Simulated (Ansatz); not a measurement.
# SnO2 monolayer (2H): from the cell to its phonons, part 3 of 3

Wanted: phonon frequencies of SnO2 monolayer (2H) and what follows from them.

Ansatz 0.2.0; DFT PBE, scalar-relativistic, plane waves, PAW.

So far. Step 4 (Tight relaxation): The largest force component left is 0.36 meV/Å, within the tolerances set. Step 5 (Linear response at the zone centre): Before it was imposed, the acoustic sum rule was missed by 2.0e-4 eV/Å² and the charge sum rule by 0.0029 e. Small misses are needed for a sound result but don't prove that mesh and cutoff are converged. The lowest optical mode is imaginary, 74.8i cm⁻¹, so the energy falls along it.

## 6. The dispersion

Stability and thermal properties need the whole zone. Linear response on a 6×6×1 q mesh gives force constants as far as a supercell of that size would, and the tensors from the zone-centre run are typed in so that the long-range dipole term is interpolated apart.

Contents of input.yaml:

```yaml
crystal:
  lattice:
    - [3.1019443762, 0.0, 0.0]
    - [-1.5509721881, 2.6863626309, 0.0]
    - [0.0, 0.0, 28.7]
  atoms:
    - { symbol: Sn, position: [0.3333333333, 0.6666666667, 0.3484320557] }
    - { symbol: O, position: [0.6666666667, 0.3333333333, 0.3913020119] }
    - { symbol: O, position: [0.6666666667, 0.3333333333, 0.3055620995] }
  periodic: [true, true, false]
kpoints:
  mp_grid: { grid: [12, 12, 1] }
hamiltonian:
  xc: pbe
scf:
  occupations: { method: fixed }
output:
  eigenvalues: true
phonons:
  method: dfpt
  qmesh: [6, 6, 1]
  temperatures: { t_max: 1000, t_step: 50 }
  qpath:
    path:
      - [0.0, 0.0, 0.0]
      - [0.5, 0.0, 0.0]
      - [0.33333333, 0.33333333, 0.0]
      - [0.0, 0.0, 0.0]
    npoints: 10
  isolated: true
  non_analytic_term:
    high_frequency_dielectric_tensor: [[1.8303, 0.0, 0.0], [0.0, 1.8303, 0.0], [0.0, 0.0, 1.1202]]
    born_effective_charges:
      - { species: Sn, tensor: [[4.1734, 0.0, 0.0], [0.0, 4.1734, 0.0], [0.0, 0.0, 0.5505]] }
      - { species: O, tensor: [[-2.0867, 0.0, 0.0], [0.0, -2.0867, 0.0], [0.0, 0.0, -0.2752]] }
      - { species: O, tensor: [[-2.0867, 0.0, 0.0], [0.0, -2.0867, 0.0], [0.0, 0.0, -0.2752]] }
    source: "zone-centre run at this cell"
```

Launch:

```
ansatz run input.yaml --threads 4 --pin off --max-ram 14336MiB --backend cpu --events-out ev --progress --plain --runs-dir out
```

Numbers of over 12 decimals in the logs are rounded to 6 here.

Output:

```text
Warning: phonons: the dynamical matrix that this run interpolates holds no multipole term above the dipole-dipole one, and a site of this crystal is no centre of inversion, so its interpolated transverse optical and acoustic branches and sound speeds can stay off near Gamma, and the density of states and the thermodynamics with them. What a run solves at a wave vector of phonons.qpoints, Gamma apart, where the deck admits one, is free of this, and under fd what a larger phonons.supercell samples
[...]
Crystal: 3 atoms, lattice volume = 239.156 Å³
Basis set: ecut = 420 eV, 4631 PW (Γ), exchange–correlation on 48×48×384 points (8 copies of the dense FFT grid, shifted against one another)
Bands: 17, of which v1, the nominal top of the filled ones, is band 13 counted from 1 (12 counted from 0)
Symmetry: 12 space group operations
k-points: 19 of 144 (irreducible under 6 space group operations, time reversal used)
[...]
SCF iter   1: F=—  HF=-7157.063320 eV  |F-HF|=—  |Δ(HF+E_count)|=         —  Δρ=2.42e-3  dr2=1.04e-2  ethr=1.77e-3  ⟨swp⟩=7.6  Hψ=2064  notcnv=0  defer=37
[...]
SCF iter  10: F=-7157.060494 eV  HF=-7157.060494 eV  |F-HF|=1.82e-11  |Δ(HF+E_count)|=  3.18e-11  Δρ=1.44e-8  dr2=3.27e-13  ethr=1.00e-12  ⟨swp⟩=22.5  Hψ=3482  notcnv=0
SCF 1 converged in 10 iterations: F = -7157.060494 eV  dr2 = 3.27e-13
[...]
NSCF: frozen V_eff on 19 k-points
[...]
DFPT response loops at q = (0, 0, 0) (fractional): preconditioner auto → none (the input reference at scf.mixing.eps_inf says where Resta's filter doesn't serve); β = 0.50; Broyden in place of MSR1
[...]
SCF converged after 10 iterations
Free energy (F): -7157.060494 eV
[...]
Internal energy: -7157.060494 eV  (E = F + TS)
E sigma→0 (E₀):  -7157.060494 eV
Fermi energy:    -8.450400 eV
[...]
--- Band table (eV; the first three rows and the last of 19) ---
  k-point 0: bands = [... 9 lower, -9.8227, -9.2633, -9.2633, -9.1250, -7.7997, -2.7628, -0.3454, -0.1089]
  k-point 1: bands = [... 9 lower, -9.9161, -9.5296, -9.2754, -9.0819, -7.3833, -2.4278, -0.2229, 0.0345]
  k-point 2: bands = [... 9 lower, -10.1649, -10.1559, -9.3080, -8.9735, -6.6191, -1.6033, -0.1670, 0.2775]
  k-point 18: bands = [... 9 lower, -11.6904, -11.4618, -10.3736, -8.4504, -3.8004, -3.6228, 1.2359, 1.9027]
--- Phonons (Γ-DFPT): 6 representative perturbations + reference (Σ response iterations 26) ---
  ASR residual: 3.437e-5 → 0.000e0 eV/Å²; symmetrization residual: 3.582e-6 eV/Å²
[...]
ASR residual per site (eV/Å²): 3.44e-5 1.16e-5 2.36e-5
  Γ frequencies (cm⁻¹): -74.79 -74.79 0.00 0.00 0.00 323.57 323.57 512.87 618.95
--- Phonons (arbitrary-q DFPT): 7 irreducible q on the 6×6×1 mesh ---
  q = [0.0000, 0.0000, 0.0000] (star 1, of the zone-centre solve; hermiticity 2.94e-7, symmetrization 3.80e-12, taken by the last average 1.86e-8): -74.79 -74.79 -0.00 0.00 0.00 323.57 323.57 512.87 618.95
  q = [0.0000, 0.1667, 0.0000] (star 6, 9 solved perturbations on 78 of 144 k-point pairs; hermiticity 3.34e-7, symmetrization 2.31e-11, taken by the last average 1.05e-7): 3.25 73.20 79.53 142.67 200.51 331.27 475.95 478.31 617.86
[...]
q = [0.1667, 0.1667, 0.0000] (star 6, 6 solved perturbations in 666 linear systems a pass and spin channel, the states on 144 of 144 k-point pairs; hermiticity 4.79e-7, symmetrization 7.80e-11, taken by the last average 6.31e-8): 22.13 139.05 174.47 217.85 289.72 352.09 442.58 470.61 616.39
[...]
sum rule: each row above includes the acoustic sum rule's correction from the zone centre's row sums; it moved no ω² by more than (0.63 cm⁻¹)²
  mesh force constants: q→R imaginary residual 4.39e-19; ASR residual 3.437e-5 → 0.000e0 eV/Å²; symmetrization residual 3.197e-14 eV/Å²
  interpolated dispersion: 31 rows × 9 modes
  density of states and harmonic sums: on the 24×24×1 q-mesh, interpolated from the force constants of a 6×6×1 supercell (with the dipole–dipole term of supplied tensors)
  largest difference from the sums on the solved wave vectors: F 2.93e-2 eV, S 3.24e-5 and C_V 3.53e-6 eV/K
  zero-point energy: 0.170725 eV/cell   skipped modes (ω ≤ 0): 17, of them read as no rigid motion or as one in doubt: 14 (1.701e-1 modes/cell left out, lowest -74.79 cm⁻¹)   left out of the sums: 1.95e-2 of the cell's modes: C_V's classical limit lies that fraction below 3 k_B per atom; for a crystal, a wire or a layer, F and S can be off by more, and a phonons.interpolated_qmesh denser along its periods is the remedy for the sampling
```

It took 8.4 min on 4 threads of Arm Neoverse V1, shared host; peak memory 1.7 GiB.

Numbers from this step:

```yaml
sum_rule_residual_before_enforcement: 3.44e-5 eV/Å²
lowest_frequency_on_the_path: -74.79 cm⁻¹
highest_frequency_on_the_path_or_at_a_solved_wavevector: 619 cm⁻¹
lowest_mode_on_the_q_mesh_acoustic_modes_at_gamma_apart: -74.79 cm⁻¹
```

Frequencies (cm⁻¹) solved at each irreducible wavevector; negative means imaginary. Frequencies by wavevector, by row:

| q in reciprocal lattice units | star | mode 1 | mode 2 | mode 3 | mode 4 | mode 5 | mode 6 | mode 7 | mode 8 | mode 9 |
| --- | --- | --- | --- | --- | --- | --- | --- | --- | --- | --- |
| 0 0 0 | 1 | -74.8 | -74.8 | 0 | 0 | 0 | 323.6 | 323.6 | 512.9 | 619 |
| 0 0.1667 0 | 6 | 3.2 | 73.2 | 79.5 | 142.7 | 200.5 | 331.3 | 475.9 | 478.3 | 617.9 |
| 0 0.3333 0 | 6 | 35.4 | 131.2 | 157.5 | 255.5 | 322.6 | 343.8 | 430.3 | 468.1 | 616 |
| 0 -0.5 0 | 3 | 51.5 | 148.6 | 183.1 | 303.6 | 349 | 364.8 | 401.6 | 454.8 | 614.7 |
| 0.1667 0.1667 0 | 6 | 22.1 | 139.1 | 174.5 | 217.8 | 289.7 | 352.1 | 442.6 | 470.6 | 616.4 |
| 0.1667 0.3333 0 | 12 | 47.8 | 180.5 | 238.9 | 276.8 | 344.8 | 376.3 | 405.5 | 450.3 | 614.5 |
| 0.3333 0.3333 0 | 2 | 55.1 | 228.3 | 263.5 | 316.6 | 322.8 | 392.4 | 416.2 | 422.8 | 613.6 |

Interpolated from a 6×6×1 q mesh, with the LO-TO term (at Γ the limit along the path; where Γ stands inside the path, tables give the limit on arrival). Phonon branches along the path, in cm⁻¹:

```
  point  branch 1  branch 2  branch 3  branch 4  branch 5  branch 6  branch 7  branch 8  branch 9
      Γ       -75       -75         0         0         0       324       324       513       619
halfway        19       110       125       204       272       338       454       478       617
      M        52       149       183       304       349       365       402       455       615
halfway        51       186       247       286       353       381       398       445       614
      K        55       228       264       317       323       392       416       423       614
halfway        22       139       174       218       290       352       443       471       616
      Γ       -75       -75         0         0         0       324       324       513       619
```

The phonon branches as a text plot (rows in cm⁻¹):

```
    605 |********************************************************
    576 |
    547 |
    518 |***                                                 ****
    489 |   ********                                  *******
    460 |   ***********************            **********  **
    431 | **        ****           ************   ****       ***
    402 |               **************************
    373 |                 **********           *****
    344 |     ******************  ******   *******  *******
    315 |*****      **      ***         ***       **       ******
    287 |               ****   *********   ****     **
    258 |         **  **           ** **************  ***
    229 |       **  **            *   *******       **
    200 |         **          **** ***       **   **     **
    171 |     ****    ********  ***            **********
    142 |     **    ************                    *********
    113 |   **    ****                                ***  **
     84 |   ******                                       **
     55 | ******        **************************         *****
     26 | **      ******                          ****     *****
     -3 |*********                                    *****  ****
    -31 |   **                                             **
    -60 |***                                                 ****
         Γ                   M           K                      Γ
```

Tetrahedra on a 24×24×1 mesh, mean over bins of 10 cm-1. Interpolated from a 6×6×1 q mesh. Table of phonon density of states by wavenumber; read off at these points:

wavenumber (cm⁻¹), phonon density of states (1/cm⁻¹/cell) and a bar:
```
      -75      0.000 
      -45      0.001 
       -5      0.006 ##
       25      0.012 ####
       45      0.033 ##########
       55      0.023 #######
       95      0.007 ##
      125      0.011 ###
      155      0.018 ######
      195      0.016 #####
      225      0.012 ####
      255      0.013 ####
      295      0.014 ####
      325      0.015 #####
      345      0.037 ###########
      355      0.031 #########
      395      0.018 #####
      405      0.028 ########
      425      0.012 ####
      455      0.034 ##########
      495      0.003 #
      525      0.000 
      555      0.000 
      595      0.000 
      615      0.100 ##############################
      625      0.000
```

The partial phonon density of states has structure finer than the step of the table below, so its rows give means over 20 cm⁻¹, whole bins alone (the curve runs from -84.8 to 648 cm⁻¹). Peaks (cm⁻¹: height): O 348.1: 0.0325, 403.4: 0.0244, 454.1: 0.0367, 615.3: 0.0727; Sn 48.8: 0.0313, 150.1: 0.0127, 269.9: 0.0142.

Phonopy on the run's constants, 21x21x1 mesh, Gaussian sigma 5.2 cm-1. Interpolated from a 6×6×1 q mesh. Table of partial phonon density of states by wavenumber; means over each step; values in 1/cm⁻¹/cell:

```csv
wavenumber (cm⁻¹),O,Sn
-60,8.8e-4,4.8e-6
-40,0.00131,2.0e-5
-20,0.00103,0.00233
0,0.00118,0.00506
20,0.00143,0.00858
40,0.00328,0.0210
60,0.00154,0.0118
80,0.00322,0.00304
100,0.00265,0.00385
120,0.00410,0.00586
140,0.00574,0.0105
160,0.00678,0.0104
180,0.00914,0.00823
200,0.00886,0.00704
220,0.00627,0.00560
240,0.00654,0.00472
260,0.00640,0.00964
280,0.00607,0.0117
300,0.00591,0.00601
320,0.0106,0.00114
340,0.0296,0.00295
360,0.0228,0.00182
380,0.00986,6.7e-4
400,0.0207,6.1e-4
420,0.0131,5.3e-4
440,0.0198,0.00121
460,0.0247,0.00203
480,0.0118,0.00218
500,0.00442,9.7e-4
520,3.8e-4,9.8e-5
540,0,0
560,0,0
580,6.0e-7,0
600,0.00836,8.1e-5
620,0.0407,3.5e-4
```

Symmetry leaves 7 wavevectors to solve. The lowest mode among them, the acoustic zeros apart, lies at Γ and is imaginary, 74.8i cm⁻¹, so the energy falls along it.

## 7. Isotope substitution, element O, natural mass 15.999 amu

An isotope changes the mass and not the force constants, so no new electronic calculation is needed; the shifts show which modes move this element.

The same force constants with the mass of O changed from 15.999 to 17.999 u (phonopy, no LO-TO term). Both lists are sorted by frequency; levels can cross, so a row need not hold one and the same mode. Modes under 3 cm⁻¹ are left out. Isotope shifts, by row:

```csv
q,rank,natural mass (cm⁻¹),changed mass (cm⁻¹)
0 0 0,1,-74.79,-70.51
0 0 0,2,-74.79,-70.51
0 0 0,6,323.6,309.1
0 0 0,7,323.6,309.1
0 0 0,8,512.9,489.9
0 0 0,9,619,583.5
0 0.1667 0,1,3.26,3.22
0 0.1667 0,2,73.2,69.02
0 0.1667 0,3,79.53,78.65
0 0.1667 0,4,142.7,141
0 0.1667 0,5,200.5,189.3
0 0.1667 0,6,331.3,315.8
0 0.1667 0,7,476,454.1
0 0.1667 0,8,478.3,455.3
0 0.1667 0,9,617.9,582.6
0 0.3333 0,1,35.42,35.2
0 0.3333 0,2,131.2,130.2
0 0.3333 0,3,157.5,148.5
0 0.3333 0,4,255.5,253.5
0 0.3333 0,5,322.6,304.8
0 0.3333 0,6,343.8,326.6
0 0.3333 0,7,430.3,407.2
0 0.3333 0,8,468.1,444.4
0 0.3333 0,9,616,581.1
0 -0.5 0,1,51.55,51.4
0 -0.5 0,2,148.6,147.6
0 -0.5 0,3,183.1,172.6
0 -0.5 0,4,303.6,303.4
0 -0.5 0,5,349,331.1
0 -0.5 0,6,364.8,344.4
0 -0.5 0,7,401.6,379.2
0 -0.5 0,8,454.8,428.8
0 -0.5 0,9,614.7,580
```

A mode of this element alone would shift by -5.72 %. The highest zone-centre frequency without the field goes from 619.0 to 583.5 cm⁻¹ (-5.7 %).

## 8. Another isotope, element Sn, natural mass 118.71 amu

The same for Sn, from 118.71 to 123.91 u.

A mode of this element alone would shift by -2.12 %. The highest zone-centre frequency without the field goes from 619.0 to 619.0 cm⁻¹ (+0.0 %).

## 9. What came out

```
space group after relaxation (within 0.01 Å)            : P-6m2
area per atom                                           : 2.78 Å²
gap on the k-mesh                                       : 0.651 eV
highest optical mode at the zone centre (no LO-TO term) : 619 cm⁻¹
lowest optical zone-centre mode                         : -74.8 cm⁻¹
largest Born charge (third of the trace)                : 2.97 e
lowest mode on the q mesh (acoustic modes at Γ apart)   : -74.8 cm⁻¹
highest frequency on the path or at a solved wavevector : 619 cm⁻¹
imaginary modes on the 6×6×1 q mesh                     : yes
```

In words: Modes are clearly imaginary (beyond 10i cm⁻¹) at 1 of the 7 irreducible wavevectors, most at Γ (74.8i cm⁻¹), so this structure is not a minimum of the energy. Without the field, the optical modes at Γ span -75 to 619 cm⁻¹ (negative means imaginary). The highest mode in this list at Γ, 619.0 cm⁻¹, is mostly motion of O (100 % of the kinetic energy). Among the real modes, the strongest infrared line is at 324 cm⁻¹. Averaged over orientations, the strongest Raman line at 532 nm and 300 K is at 619 cm⁻¹. The tensors are the static, non-resonant ones, while 532 nm light (2.33 eV) lies above the computed gap. In a sheet or slab the interpolated bending branch near Γ is rough, since the rotational sum rule isn't imposed. Dielectric tensors refer to the cell with its vacuum. Spin-orbit coupling is left out, which can matter for the heavy elements here. The starting cell was built on a prototype and not taken from a measurement. These are harmonic frequencies at zero temperature: anharmonic shifts, linewidths and thermal expansion are left out.

[Logs are printed without paths, hosts, clocks, repeated set-up lines and the standing remarks that a program may print on its own settings, such as how far it seeks lower states.]

[Hosts, paths, dates, database ids (printed as entryN), source tags and the programs' standing remarks are cut or masked in the printed files.]
